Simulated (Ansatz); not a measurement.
Wurtzite BeO was calculated with r²SCAN in Ansatz (PAW).

Run with plane-wave cutoff 500 eV, 18×18×8 k mesh (along the axes of the cell as run), gaussian smearing 0.02 eV, scalar-relativistic PAW data made under PBE.

Cell (relaxed at this level):

Space group P6₃mc (No. 186); a = b = 2.690 Å, c = 4.370 Å, α = β = 90.00°, γ = 120.00°

```tsv
atom	site	symmetry	x	y	z
Be	2b	3m.	0.3333	0.6667	0.0002
O	2b	3m.	0.3333	0.6667	0.3778
```

Task: Estimate the band gap that the calculation returns.

Result: 
- band gap = 8.55 eV (on the SCF k mesh)

Measured, for comparison: band gap 11.29 eV (zero-point renormalisation of 699 meV (computed, non-adiabatic AHC, without the lattice-expansion part) added back here; inputs from Miglio et al. (2020), arXiv:2011.12765). Computed (rounded) less measured: band gap -2.74 eV.

Static lattice: no zero-point or thermal effects.

Computing time: roughly 50 core-seconds.

Ansatz is a first-principles code.
